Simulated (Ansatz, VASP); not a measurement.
## BN: VASP beside Ansatz

File INCAR:

```
PREC = Accurate
ENCUT = 630
EDIFF = 1E-6
ISMEAR = -1
SIGMA = 0.05
LREAL = F
LASPH = T
NELM = 100
ALGO = Fast
ISIF = 3
LWAVE = F
LCHARG = F
GGA = PE
IBRION = 2
NSW = 40
EDIFFG = -0.02
```

The input KPOINTS:

```
Automatic mesh
0
Gamma
  13 13 13
```

POSCAR

```
BN
1.0
    0.0000000000      1.8130010000      1.8130010000
    1.8130010000      0.0000000000      1.8130010000
    1.8130010000      1.8130010000      0.0000000000
N B
1 1
Direct
    0.2500000000      0.2500000000      0.2500000000
    0.0000000000      0.0000000000      0.0000000000
```

input.yaml

```yaml
crystal:
  lattice:
    - [0.0, 1.813001, 1.813001]
    - [1.813001, 0.0, 1.813001]
    - [1.813001, 1.813001, 0.0]
  atoms:
    - { symbol: "N", position: [0.25, 0.25, 0.25] }
    - { symbol: B, position: [0.0, 0.0, 0.0] }
hamiltonian:
  xc: pbe
  pseudopotentials: { kind: paw }
kpoints:
  mp_grid: { grid: [13, 13, 13] }
scf:
  occupations: { method: fermi_dirac, width: 0.05 }
output:
  forces: true
  stress: true
  write_density: true
  write_potential: true
  elf: true
  volumetric_format: npy
relax:
  f_tol: 0.01
  max_steps: 40
  cell: { stress_tol: 0.05 }
```

The cell is a database's computed one.

Alike in both runs: task relaxation of cell and atoms; functional PBE; k mesh 13 × 13 × 13; occupations fermi-dirac, width 0.05 eV; no spin polarisation.

|  | VASP | Ansatz |
| --- | --- | --- |
| version | VASP 6.6.1 | Ansatz 0.2.0 |
| potentials or method | VASP PAW PBE potentials, release 64 (N_GW, B_GW) | Ansatz PAW |
| plane-wave cutoff (eV) | 630 | 420 |
| valence electrons in the cell | 8 | 8 |

Ansatz gave:

- gap on the k mesh at the Fermi level, each at its own relaxed structure (eV): 4.54
- relaxed volume (Å³/atom): 5.95
- relaxed cell length with the largest relative difference (Å): 2.563

Estimate VASP's values.

gap on the k mesh at the Fermi level, each at its own relaxed structure (eV): 4.53; relaxed volume (Å³/atom): 5.96; relaxed cell length with the largest relative difference (Å): 2.564.

Caveats: the relaxation stopped at its first step, so nothing moved (VASP); an odd mesh through Γ misses points on the zone boundary, where band edges often lie (VASP); odd divisions of the mesh miss points on the zone boundary, where band edges often lie, so the gap on the mesh can be too wide (Ansatz); the plane-wave basis is chosen anew once the cell has moved, so the energies of steps on either side of that aren't comparable (Ansatz); the pressure holds a Pulay correction of +1.1 GPa for the finite cutoff (Ansatz). PBE gaps usually lie below the measured ones, often by a third to a half.
